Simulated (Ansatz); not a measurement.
# SnSe2: how well frozen cores do, part 2 of 2

The same cell of SnSe2 is computed with all-electron LAPW, PAW on the default files and datasets made for this crystal, to set the results side by side.

Ansatz 0.2.0; DFT PBE; a database cell (COD). «Crystal datasets» are all-electron PAW datasets made for this crystal. Earlier steps stand in the parts before.

## Step 3: PAW on the default files

The COD entry's cell or inner coordinates are ideal or old and differ from later refinements, so a difference from it is no clean test against experiment.

Contents of input.yaml:

```yaml
crystal:
  lattice:
    - [3.8109987816, 0.0, 0.0]
    - [-1.9054993908, 3.3004217586, 0.0]
    - [0.0, 0.0, 6.137]
  atoms:
    - { symbol: Sn, position: [0.0, 0.0, 0.0] }
    - { symbol: Se, position: [0.3333333333, 0.6666666667, 0.25] }
    - { symbol: Se, position: [0.6666666667, 0.3333333333, 0.75] }
kpoints:
  mp_grid: { grid: [8, 8, 5] }
  band_path:
    path:
      - [0.0, 0.0, 0.0]
      - [0.5, 0.0, 0.0]
      - [0.3333333333, 0.3333333333, 0.0]
      - [0.0, 0.0, 0.0]
      - [0.0, 0.0, 0.5]
      - [0.5, 0.0, 0.5]
      - [0.3333333333, 0.3333333333, 0.5]
      - [0.0, 0.0, 0.5]
      - [0.5, 0.0, 0.5]
    npoints: 8
scf:
  occupations: { method: fermi_dirac, width: 0.02 }
hamiltonian:
  xc: pbe
  pseudopotentials: { kind: paw }
output:
  forces: true
  stress: true
  eigenvalues: true
  efg: { contact_densities: true }
  populations: true
  bader: true
  dos: { projected: true, de: 0.2, e_range: [-14, 8] }
```

Output:

```text
Sn: output.efg is read without spin–orbit coupling, which moves field gradients at and beside such atoms by some per cent and up to a factor of two; PAW files take it under magnetization.noncollinear and magnetization.spin_orbit
Engine: ansatz 0.2.0
Pseudopotentials: kind: paw
Pseudopotential: Sn, paw, valence charge 14, recommended cutoff 420 eV (normal)
Pseudopotential: Se, paw, valence charge 16, recommended cutoff 420 eV (normal)
Functional definition: PBE
  parameter kappa = 0.804
  parameter beta = 0.06672455060314922
  exchange = pbe_x(kappa = kappa, mu = beta*pi^2/3)
  correlation = pbe_c(beta = beta)
Crystal: 3 atoms, lattice volume = 77.191 Å³
Basis set: ecut = 420 eV, 1485 PW (Γ), exchange–correlation on 54×54×90 points (8 copies of the dense FFT grid, shifted against one another)
Bands: 28, of which v1, the nominal top of the filled ones, is band 23 counted from 1 (22 counted from 0)
Symmetry: 12 space group operations
Space group: P-3m1 (ITA 164), of the structure as read, at distance tolerance 4.3e-5 Å
k-points: 40 of 320
Non-local potential: Sn, projectors of the file, l = 0: 2, l = 1: 2, l = 2: 2, l = 3: 2
Non-local potential: Se, projectors of the file, l = 0: 2, l = 1: 2, l = 2: 3, l = 3: 1
PAW form: soft (Blöchl's): semilocal exchange-correlation on the pseudo side does not see the compensation charge
PAW one-centre angular grid: Sn, 590 points (default); XC on 64 Gauss nodes
PAW one-centre angular grid: Se, 590 points (default); XC on 64 Gauss nodes
Initial density: superposition of atomic densities (neutral atoms: chi_scale 0, normalization atom), corrected by the library's trained network
Initial wavefunctions: pseudopotential atomic-orbital guess
Functional: x = pbe(κ = 0.804, μ = 0.2195149727645171), c = pbe(β = 0.06672455060314922)
SCF iter   1: F=—  HF=-16963.283858 eV  |F-HF|=—  |Δ(HF+E_count)|=         —  Δρ=1.53e-3  dr2=2.60e-3  ethr=1.77e-3  ⟨swp⟩=6.9  Hψ=5069  notcnv=0
preconditioner: auto → Resta (q_TF=auto, 2.503 Å⁻¹)  ε∞=2.8  [insulator: Δε(μ)=0.816 eV  Ē_g=16.224 eV  σ=0.020 eV  W_gap=1.00  n_scr=22 (ndim 8)  ℏωp=21.6 eV  f_vac=0.079  D(μ)=0.00/eV (n_scr^D=0)  ε∞_Penn≈2.8]
SCF iter   2: F=—  HF=-16963.282580 eV  |F-HF|=—  |Δ(HF+E_count)|=   1.28e-3  Δρ=7.08e-4  dr2=2.37e-4  ethr=5.66e-6  ⟨swp⟩=2.3  Hψ=2419  notcnv=0  defer=37
SCF iter   3: F=—  HF=-16963.282675 eV  |F-HF|=—  |Δ(HF+E_count)|=   9.48e-5  Δρ=3.35e-4  dr2=4.47e-5  ethr=5.15e-7  ⟨swp⟩=2.0  Hψ=2002  notcnv=0  defer=37
SCF iter   4: F=—  HF=-16963.282708 eV  |F-HF|=—  |Δ(HF+E_count)|=   3.28e-5  Δρ=9.81e-5  dr2=4.45e-6  ethr=9.71e-8  ⟨swp⟩=2.0  Hψ=1403  notcnv=0  defer=37
SCF iter   5: F=—  HF=-16963.282713 eV  |F-HF|=—  |Δ(HF+E_count)|=   4.94e-6  Δρ=1.77e-5  dr2=2.48e-7  ethr=9.67e-9  ⟨swp⟩=2.0  Hψ=1403  notcnv=0  defer=37
SCF iter   6: F=-16963.282713 eV  HF=-16963.282713 eV  |F-HF|=2.30e-8  |Δ(HF+E_count)|=   2.96e-7  Δρ=5.75e-6  dr2=3.28e-8  ethr=2.17e-10  ⟨swp⟩=8.1  Hψ=5096  notcnv=0
SCF 1 converged in 6 iterations: F = -16963.282713 eV  dr2 = 3.28e-8
NSCF: frozen V_eff on 65 k-points
SCF converged after 6 iterations
Free energy (F): -16963.282713 eV
Harris-Foulkes:  -16963.282713 eV  (|F-HF|=2.30e-8)
Internal energy: -16963.282713 eV  (E = F + TS)
E sigma→0 (E₀):  -16963.282713 eV
Fermi energy:    8.514638 eV
--- Per-component energies (eV) ---
  E_band       = -857.707244
  E_kinetic    = 426.549545
  E_local      = -6087.115512  (includes V_loc(G=0)·N_el)
  E_nonlocal   = -1222.478191
  E_hartree    = 3121.217754
  E_xc         = -590.464226
  E_vxc        = -292.197155  (∫ρ·V_xc dr)
  E_paw        = -7963.829758  (= ΣΔE_a)
  E_vpaw       = 75.102629  (= ΣTr[D̂ρ^β])
  E_aug_tail   = -0.001224  (compensation charges beyond the density's cutoff)
  E_ewald      = -4647.161101
  E_smearing   = -0.000000  (= −TS)
  E_closure    = 0.000000  (closes the sum)
  Σ components = -16963.282713   (vs F -16963.282713, Δ=0.00e0)
--- Forces (eV/Å), atoms counted from 1 ---
  atom   1  Sn    -0.00000000     0.00000000     0.00000000
  atom   2  Se     0.00000000     0.00000000     0.71835944
  atom   3  Se    -0.00000000    -0.00000000    -0.71835944
  max |Σ_I F_I| component: 2.00e-29 eV/Å
--- Stress (GPa, compression-positive) ---
        4.840819       0.000000       0.000000
        0.000000       4.840819       0.000000
        0.000000       0.000000       6.149630
  P = ⅓ Tr σ = 5.2771 GPa (52.771 kbar)
--- PAW observables at the nuclei: V_zz in 10²¹ V/m², potentials from the cell's mean, atoms counted from 1 ---
  atom   1  Sn V_zz =    +0.294166   η = 0.0000   by run symmetry: allowed
            electrostatic potential = -8170.655900 V   contact ρ = 1236323.284730 e/Å³
  atom   2  Se V_zz =    -9.494869   η = 0.0000   by run symmetry: allowed
            electrostatic potential = -4711.153375 V   contact ρ = 262890.251149 e/Å³
  atom   3  Se V_zz =    -9.494869   η = 0.0000   by run symmetry: allowed
            electrostatic potential = -4711.153375 V   contact ρ = 262890.251149 e/Å³
--- Band table (eV; the first three rows and the last of 40) ---
  k-point 0: bands = ["-38.6833", "-38.6833", "-38.6833", "-38.6833", "-38.6493", "-38.6493", "-38.6487", "-38.6487", "-38.6360", "-38.6357", "-13.1491", "-13.1491", "-13.1103", "-13.0962", "-13.0962", "-5.8676", "-4.1058", "2.0277", "7.4315", "7.4315", "7.7299", "7.7299", "8.0950", "9.2008", "11.0826", "12.7632", "12.7632", "16.2537"]
  k-point 1: bands = ["-38.6833", "-38.6833", "-38.6833", "-38.6833", "-38.6493", "-38.6493", "-38.6487", "-38.6487", "-38.6359", "-38.6358", "-13.1491", "-13.1491", "-13.1103", "-13.0962", "-13.0962", "-5.8140", "-4.2201", "2.3020", "7.2269", "7.3912", "7.3912", "7.7917", "7.7917", "9.8688", "11.0875", "12.6651", "12.6651", "16.4626"]
  k-point 2: bands = ["-38.6833", "-38.6833", "-38.6833", "-38.6833", "-38.6491", "-38.6491", "-38.6489", "-38.6489", "-38.6359", "-38.6358", "-13.1491", "-13.1491", "-13.1102", "-13.0962", "-13.0962", "-5.7116", "-4.4153", "2.8421", "6.2210", "7.3445", "7.3445", "7.8741", "7.8741", "10.4821", "11.0620", "12.5145", "12.5145", "16.3086"]
  k-point 39: bands = ["-38.6831", "-38.6830", "-38.6829", "-38.6829", "-38.6493", "-38.6491", "-38.6491", "-38.6489", "-38.6355", "-38.6355", "-13.1835", "-13.1555", "-13.1027", "-13.0865", "-13.0761", "-3.8692", "-3.6782", "0.7432", "3.7341", "4.0987", "4.7876", "7.4535", "7.7252", "10.3682", "12.9188", "13.1482", "14.3848", "15.5479"]
--- Löwdin populations: 3 sites ---
  site symbol       q [e]
     0     Sn     13.3463
     1     Se     16.2618
     2     Se     16.2618
  spilling = 0.002828 (of n_electrons = 46.000000)
--- Bader charges: 3 sites ---
  site symbol  charge [e]  shift [e]
     0     Sn      1.2811     0.0021
     1     Se     -0.6405     0.0010
     2     Se     -0.6406     0.0010
  estimated error of the sums over rays = 2.4e-4 e
```

It took 17 s on 1 thread, shared host.

Result: pressure 5.28 GPa; gap 0.76 eV; largest force 0.718 eV/Å; Vzz Sn1 0.29 (η = 0.00), Se2 -9.49 (η = 0.00) (10²¹ V/m²).

| atom | Bader charge (e) | basin volume (Å³) |
| --- | --- | --- |
| Sn1 | +1.28 | 16.62 |
| Se2 | -0.64 | 30.28 |

## Step 4: Datasets made for this crystal

Edit input.yaml of step 3 so:

```diff
@@ -27,3 +27,3 @@
   xc: pbe
-  pseudopotentials: { kind: paw }
+  pseudopotentials: { kind: all_electron, datasets: crystal }
 output:
@@ -33,4 +33 @@
   efg: { contact_densities: true }
-  populations: true
-  bader: true
-  dos: { projected: true, de: 0.2, e_range: [-14, 8] }
```

Output, shortened:

```text
[...]
Sn: output.efg is read without spin–orbit coupling, which moves field gradients at and beside such atoms by some per cent and up to a factor of two; PAW files take it under magnetization.noncollinear and magnetization.spin_orbit
[...]
[... 1 set-up line as earlier in the session ...]
Pseudopotential: Sn, paw, valence charge 14, recommended cutoff 240 eV (normal), Koelling and Harmon's equation, gaussian nucleus
Pseudopotential: Se, paw, valence charge 16, recommended cutoff 240 eV (normal), Koelling and Harmon's equation, gaussian nucleus
[... 1 set-up line as earlier in the session ...]
[...]
Crystal: 3 atoms, lattice volume = 77.191 Å³
Basis set: ecut = 240 eV, 639 PW (Γ), exchange–correlation on 40×40×64 points (8 copies of the dense FFT grid, shifted against one another)
Bands: 17, of which v1, the nominal top of the filled ones, is band 13 counted from 1 (12 counted from 0)
[... 1 set-up line as earlier in the session ...]
[...]
       -0.000000       4.830094       0.000000
        0.000000       0.000000       6.136644
  P = ⅓ Tr σ = 5.2656 GPa (52.656 kbar)
  It holds what live shells' own plane waves past their cutoff add
--- PAW observables at the nuclei: V_zz in 10²¹ V/m², potentials from the cell's mean, atoms counted from 1 ---
  atom   1  Sn V_zz =    +0.316036   η = 0.0000   by run symmetry: allowed
            electrostatic potential = -8170.487399 V   contact ρ = 1236235.365334 e/Å³
  atom   2  Se V_zz =    -9.578617   η = 0.0000   by run symmetry: allowed
            electrostatic potential = -4711.116352 V   contact ρ = 262960.692788 e/Å³
  atom   3  Se V_zz =    -9.578617   η = 0.0000   by run symmetry: allowed
            electrostatic potential = -4711.116352 V   contact ρ = 262960.692788 e/Å³
--- Band table (eV; the first three rows and the last of 40) ---
  k-point 0: bands = ["-11.7481", "-11.7481", "-11.7098", "-11.6955", "-11.6955", "-4.4532", "-2.6922", "3.4395", "8.8450", "8.8450", "9.1435", "9.1435", "9.5059", "10.6164", "12.4962"]
[...]
```

Wall time 12 s (1 thread, shared host).

In short: pressure 5.27 GPa; gap 0.76 eV; largest force 0.716 eV/Å; Vzz Sn1 0.32 (η = 0.00), Se2 -9.58 (η = 0.00) (10²¹ V/m²).

| atom | contact density (e/Å³) |
| --- | --- |
| Sn1 | 1236235 |
| Se2 | 262960.7 |

## Step 5: Comparison

Highest filled and lowest empty level at the labelled points (eV from each run's valence-band top):

| point | LAPW top | LAPW bottom | PAW top | PAW bottom | crystal datasets top | crystal datasets bottom |
| --- | --- | --- | --- | --- | --- | --- |
| Γ | -0.05 | 1.06 | -0.05 | 1.05 | -0.05 | 1.06 |
| M | -0.34 | 1.13 | -0.34 | 1.13 | -0.34 | 1.13 |
| K | -1.58 | 1.36 | -1.58 | 1.36 | -1.58 | 1.36 |
| Γ | -0.05 | 1.06 | -0.05 | 1.05 | -0.05 | 1.06 |
| A | -0.26 | 2.43 | -0.26 | 2.43 | -0.26 | 2.43 |
| L | -0.73 | 0.82 | -0.73 | 0.82 | -0.73 | 0.82 |
| H | -0.41 | 2.49 | -0.41 | 2.49 | -0.41 | 2.49 |
| A | -0.26 | 2.43 | -0.26 | 2.43 | -0.26 | 2.43 |
| L | -0.73 | 0.82 | -0.73 | 0.82 | -0.73 | 0.82 |

| method | pressure (GPa) | gap (eV) | largest force (eV/Å) | Vzz Sn1 (10²¹ V/m²) | Vzz Se2 (10²¹ V/m²) | SCF cycles, all passes |
| --- | --- | --- | --- | --- | --- | --- |
| LAPW | 5.27 | 0.76 | 0.716 | – | – | 9 |
| PAW | 5.28 | 0.76 | 0.718 | 0.29 | -9.49 | 6 |
| crystal datasets | 5.27 | 0.76 | 0.716 | 0.32 | -9.58 | 9 |

## Step 6: Summary of results

The summary covers parts 1 to 2.

| quantity | value |
| --- | --- |
| pressure | LAPW 5.27, PAW 5.28, crystal datasets 5.27 GPa |
| gap (LAPW) | 0.76 eV |
| largest force | LAPW 0.716, PAW 0.718, crystal datasets 0.716 eV/Å |
| Bader charges (PAW) | Sn1 +1.28, Se2 -0.64 e |

**Reading.** At this geometry the cell is under compression of 5.3 GPa, so it would expand if let go. A gap opens: 0.76 eV. It is the Kohn-Sham gap of a semilocal functional, which mostly lies below the gap found in experiment. The top eV of the valence band is mostly Se 4p (96 % of the projected weight). The projection holds only the free atom's occupied shells (Sn 5s, Sn 5p, Se 4s, Se 4p in this range). The field gradient at Se2, the largest by crystal datasets, is -9.49 by PAW and -9.58 by crystal datasets (10²¹ V/m²), within 5 %. No spin–orbit coupling: at heavy atoms the gradients can be off by tens of per cent for that reason. In pressure, PAW differs from LAPW by +0.01 GPa and less than 0.01 eV in the gap. The forces differ by at most 2 meV/Å in a component, on a largest force of 0.716 eV/Å.
